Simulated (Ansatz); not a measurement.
ZrO2 (tetragonal-ZrO2 type, space group P4_2/nmc)

```yaml
crystal:
  lattice:
    - [3.60134, 0.00000, 0.00000]
    - [0.00000, 3.60134, 0.00000]
    - [0.00000, 0.00000, 5.22807]
  atoms:
    - { symbol: Zr, position: [0.00000, 0.00000, 0.00000] }
    - { symbol: Zr, position: [0.50000, 0.50000, 0.50000] }
    - { symbol: O, position: [0.00000, 0.50000, 0.19679] }
    - { symbol: O, position: [0.00000, 0.50000, 0.69679] }
    - { symbol: O, position: [0.50000, 0.00000, 0.30321] }
    - { symbol: O, position: [0.50000, 0.00000, 0.80321] }
```

In this cell atom 6 (O, nearest neighbour Zr at 2.074 Å; its periodic images, 3.6 Å or more away, move with it) is moved by s towards the nearest neighbour, unit vector (-0.868, 0.000, 0.496); all other atoms and the cell stay fixed.

Method: r2SCAN (plane waves to 500 eV, PAW, scalar-relativistic; Ansatz, a program for electronic structure). k mesh 7×7×5 (Γ-centred), Fermi-Dirac smearing 0.05 eV. Energies are smeared free energies. Left out: 2 of 11 points, with atoms too close for the PAW data. This is a high-temperature form of ZrO2. ZrO2 is run without spin polarisation. ZrO2 was relaxed with its symmetry unable to fall. The zero of ΔE is the undisplaced structure.

```csv
s (Å),ΔE (meV/cell)
-0.410,1019
-0.328,686
-0.246,406
-0.164,191
-0.082,51
0.000,0
0.082,withheld
0.164,250
0.246,614
```

Problem. Fit a polynomial form (powers 2, 3, 4) to the given rows and predict ΔE at s = 0.082.

Solution. Least squares on the 8 given rows: ΔE = (8149)·s² + (6935)·s³ + (4523)·s⁴, in meV/cell with s in Å; root-mean-square residual 1.3 meV/cell. At 0.082 the fit gives 59 meV/cell; the calculation gives 58 meV/cell, so the interpolation is off by 1 (+1.7 %). The quadratic term alone would give 55 meV/cell.

(A displaced cell: forces are minus the slopes of the energy, force constants its curvatures, and phonons follow from these.)
